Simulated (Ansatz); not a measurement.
The system is MnS.

```
Mn S
1.0
     0.00000    2.47346    2.47346
     2.47346    0.00000    2.47346
     2.47346    2.47346    0.00000
Mn S
1 1
Direct
  0.00000 0.00000 0.00000
  0.75000 0.75000 0.75000
```

The cell is a database's computed one.

Base run:

- Program: Ansatz 0.2.0
- Functional: r2SCAN
- Potentials or basis: Ansatz PAW
- Cutoff: 500 eV (not typed: the program's choice for these potentials)
- k mesh: 9 × 9 × 9
- Occupations: fermi-dirac, width 0.05 eV
- Spin: collinear spin, ferromagnetic start
- Starting moments: [4.0, 0.0] μB
- Hubbard terms: Mn d U = 1 eV

Its results: band gap on the k mesh none (metal or under the smearing width); pressure 43.8 GPa; net moment 4.19 μB per cell; site moments Mn +3.50; S +0.06 μB.

After a change of settings the same cell gave: band gap on the k mesh none (metal or under the smearing width); pressure 49.8 GPa; net moment 4.39 μB per cell; site moments Mn +3.65; S +0.06 μB. Which change was it?
A. hubbard terms from Mn d U = 1 eV to none; hubbard projectors from ortho-atomic (the default) to none
B. hubbard terms from Mn d U = 1 eV to Mn d U = 2 eV
C. hubbard terms from Mn d U = 1 eV to Mn d U = 4 eV

B.

Caveats: the magnetic or orbital state may not be the lowest; a pressure of tens of GPa on the cell as given is suspect, and the run, the potentials or the cell itself is likely at fault; a cell with one magnetic atom can't hold antiferromagnetic order, which such compounds often take; the PAW data sets come from PBE, with cores solved anew for the run's functional, which leaves a small shift of forces and pressure.

Runs at the PBE level aren't shown here.
